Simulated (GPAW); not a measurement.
The system is Sb.

```
Sb
1.0
     3.16000    0.00000    0.00000
     0.00000    3.16000    0.00000
     0.00000    0.00000    3.16000
Sb
1
Direct
  0.00000 0.00000 0.00000
```

This isn't the form of Sb at room conditions, which is rhombohedral.

Base run:

* Program: GPAW 26.7.0
* Functional: r2SCAN
* Potentials or basis: GPAW PAW data sets (gpaw-data 1.2.1)
* Cutoff: 500 eV
* Basis: pw
* k mesh: 7 × 7 × 7
* Occupations: fermi-dirac, width 0.05 eV
* Spin: no spin polarisation

Its results: band gap on the k mesh none (metal or under the smearing width); pressure -4.4 GPa.

**Question.** The run is repeated on the same cell with these changes: functional from r2SCAN to PBE. What comes out?

**Answer.** Band gap on the k mesh none (metal or under the smearing width); pressure -3.2 GPa.

Caveats: the cutoff is short for stress and forces, so pressures can be off by a GPa or more; the PAW data sets were made with another functional, which shifts forces and pressure a little (some runs).
